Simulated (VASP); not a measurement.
VASP ran on this input.

INCAR:
```
! general
SYSTEM  = AlSb
PREC    = Accurate
ENCUT   = 480
LREAL   = .FALSE.
LASPH   = .TRUE.

! electronic loop
EDIFF   = 1E-6
NELM    = 100
ALGO    = Normal
LMAXMIX = 4

! smearing
ISMEAR  = 0
SIGMA   = 0.05

! functional
GGA     = PE

! ions
IBRION  = 2
NSW     = 60
ISIF    = 3
EDIFFG  = -0.01

! output
LWAVE   = .FALSE.
LCHARG  = .FALSE.
```

POSCAR:
```
AlSb
1
    0.0000000000     3.1160006926     3.1160006926
    3.1160006926     0.0000000000     3.1160006926
    3.1160006926     3.1160006926     0.0000000000
Al Sb
1 1
Direct
  0.0000000000   0.0000000000   0.0000000000
  0.7500000000   0.7500000000   0.7500000000
```

### KPOINTS
```
Automatic mesh
0
Gamma
7 7 7
0 0 0
```

POTCAR, in this order: Al Sb (PBE.64 set). Program: vasp_std.

Problem. Translate this PBE calculation to Ansatz.

Solution. One equivalent input (not run):
Ansatz 0.2 input:
```yaml
crystal:
  lattice:
    - [0.0000000, 3.1160007, 3.1160007]
    - [3.1160007, 0.0000000, 3.1160007]
    - [3.1160007, 3.1160007, 0.0000000]
  atoms:
    - { symbol: Al, position: [0.0000000, 0.0000000, 0.0000000] }
    - { symbol: Sb, position: [0.7500000, 0.7500000, 0.7500000] }
kpoints:
  mp_grid: { grid: [7, 7, 7] }
hamiltonian:
  xc: pbe
  pseudopotentials: { kind: paw }
scf:
  occupations: { method: gaussian, width: 0.05 }
  max_iter: 100
relax:
  max_steps: 60
  f_tol: 0.01
  cell: {}
output: { forces: true, stress: true, eigenvalues: true }
```
Limits of the translation: each code has its own PAW files, so the cut-off isn't converted (ENCUT is set for VASP's; basis.ecutwfc is left out, and Ansatz then takes the one that its files recommend); Ansatz stops its SCF on the density residual and VASP on the energy change (EDIFF).

The compound is AlSb in the zinc blende structure. It was relaxed first. The start is the result of an earlier pass.
